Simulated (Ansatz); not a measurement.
# What a strained InAs layer does to its nuclei

Cell: an entry of the Crystallography Open Database (COD), whose atoms a relaxation with PBE at fixed cell left in place.

```yaml
crystal:
  lattice:
    - [0.00000, 3.02900, 3.02900]
    - [3.02900, 0.00000, 3.02900]
    - [3.02900, 3.02900, 0.00000]
  atoms:
    - { symbol: In, position: [0.00000, 0.00000, 0.00000] }
    - { symbol: As, position: [0.25000, 0.25000, 0.25000] }
```

Sites (sets of like atoms) are named by element and the number of their first atom in this list.

Method: Kohn–Sham DFT in Ansatz, PBE, plane waves and PAW, scalar-relativistic, 420 eV cutoff, Γ-centred 13×13×13 k-points, Fermi–Dirac smearing 0.05 eV.

The cell is stretched along z (the third Cartesian axis of the run's cell), x and y held, and the ions relax again each time.

| strain along z (%) | In: V along z (10²¹ V/m²) | As: V along z (10²¹ V/m²) |
| --- | --- | --- |
| -3 | 1.16 | -0.73 |
| -2 | 0.76 | -0.48 |
| -1 | 0.38 | -0.24 |
| 0 | 0.00 | 0.00 |
| +1 | -0.37 | 0.24 |
| +2 | -0.73 | 0.49 |
| +3 | ? | ? |

**Question.** Estimate the row at +3 % from the others.

**Answer.** In: -1.08; As: 0.74. Worked for In: a straight line through the other 6 rows has a slope of -0.377 × 10²¹ V/m² per per cent of strain and gives -1.12 at +3 %, against -1.08 from the run, so the response is nearly linear here. For ¹¹⁵In that is −7.0 MHz of C_Q per per cent. Worked for As: a straight line through the other 6 rows has a slope of 0.243 × 10²¹ V/m² per per cent of strain and gives 0.73 at +3 %, against 0.74 from the run, so the response is nearly linear here. For ⁷⁵As that is 1.8 MHz of C_Q per per cent. Without strain In and As sit on a cubic site without a gradient, so the whole gradient comes from the strain.
